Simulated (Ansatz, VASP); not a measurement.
Ca: VASP beside Ansatz

```
Ca
1.0
     3.98000    0.00000    0.00000
    -1.99000    3.44678    0.00000
     0.00000    0.00000    6.52000
Ca
2
Direct
  0.66667 0.33333 0.75000
  0.33333 0.66667 0.25000
```

Alike in both runs: functional LDA; k mesh 8 × 8 × 4; occupations fermi-dirac, width 0.05 eV; no spin polarisation.

|  | VASP | Ansatz |
| --- | --- | --- |
| version | VASP 6.6.1 | Ansatz 0.2.0 |
| potentials or method | VASP PAW LDA potentials, release 64 (Ca_sv), cutoff 520 eV | all-electron LAPW, scalar-relativistic |
| task | single point | band structure |

```csv
,VASP,Ansatz,Ansatz less VASP
gap on the k mesh at the Fermi level (eV),none,none,-
pressure (GPa),-2.3,-2.3,0.00
largest component of the traceless stress (GPa),0.16,0.16,-0.003
```

A gap of «none» marks a metal or a gap that the smearing closes. Ansatz ran all-electron here, so the differences hold the error of VASP's frozen core and of both bases.
